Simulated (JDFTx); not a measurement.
**Rh under changes of volume**

One of the cells (13.671 Å³/atom); the others are scaled copies at fixed shape and fractional positions:

```
CELL_PARAMETERS angstrom
0.00000 1.89785 1.89785
1.89785 0.00000 1.89785
1.89785 1.89785 0.00000
ATOMIC_POSITIONS crystal
Rh 0.00000 0.00000 0.00000
```

| Quantity | Value |
| --- | --- |
| Program | JDFTx 1.7.0 (patched build) |
| Functional | PBEsol |
| Potentials or basis | PseudoDojo-SR-PBEsol-0.4.1-standard with smoothed tails |
| Cutoff | 1197 eV |
| Density cutoff | 4789 eV |
| k mesh | 12 × 12 × 12 |
| Occupations | fermi-dirac, width 0.05 eV |
| Spin | no spin polarisation |

| volume (Å³/atom) | energy over the lowest point (meV/atom) | pressure (GPa) |
| --- | --- | --- |
| 12.851 | 32.43 | 16.9 |
| 13.125 | ? | ? |
| 13.398 | 0.00 | 2.6 |
| 13.671 | 0.78 | -3.4 |
| 13.945 | 11.10 | -8.7 |
| 14.218 | 29.86 | -13.3 |
| 14.492 | 56.07 | -17.4 |

Q: What does the run at 13.125 Å³/atom give?

A: Energy over the lowest point 10.08 meV/atom; pressure 9.3 GPa.

Worked out: A Birch-Murnaghan fit of order 3 (a polynomial in V^(-2/3)) to the other rows has its minimum at 13.51 Å³/atom with B0 = V·E''(V) = 297 GPa and B' = 5.2. It gives 10.04 meV/atom at 13.125 Å³/atom, against the run's 10.08, and -dE/dV = 9.3 GPa, against 9.3.

Energies are extrapolated to zero smearing.
